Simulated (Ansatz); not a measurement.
Runs of Ansatz 0.2.0 on RbBr. It takes space group Fm-3m (No. 225, cubic). The conventional cell has a = 6.854 Å, b = 6.854 Å, c = 6.854 Å, α = 90.00°, β = 90.00°, γ = 90.00°. Around Rb (site symmetry m-3m) lie 6 Br at 3.43 Å. Br (site symmetry m-3m) has 6 Rb at 3.43 Å as nearest neighbours. 

| task | level | k mesh | points for each segment of the path | mesh quality | gap on the mesh (eV) | pressure (GPa) | V0 of scaled cells (Å³/atom) | B0 (GPa) |
| --- | --- | --- | --- | --- | --- | --- | --- | --- |
| band structure | PBE0 | 6 × 6 × 6 | 4 | not flagged | 6.24 | (b) | - | - |
| equation of state | PBE0 | 4 × 4 × 4 | - | coarse | - | - | 42.36 | 13 |
| band structure | HSE06 | 6 × 6 × 6 | 4 | not flagged | (a) | 0.8 | - | - |
| equation of state | HSE06 | 4 × 4 × 4 | - | coarse | - | - | 42.42 | 13 |

Alike in all rows: potentials or basis Ansatz PAW; no spin polarisation; cell as given; cutoff (eV) 420; smearing fermi-dirac 0.05 eV.

Q: Estimate the missing entries.

A: (a) 5.52; (b) 0.7.

Caveats: some runs use coarse meshes; the PAW data sets come from PBE, with cores solved anew for the run's functional, which leaves a small shift of forces and pressure (some runs); the thresholds are loose for stress (some runs); the PAW data sets were made with another functional, which shifts forces and pressure a little (some runs).

A k mesh can miss the band edges, and the runs leave out spin-orbit coupling on Br, Rb.
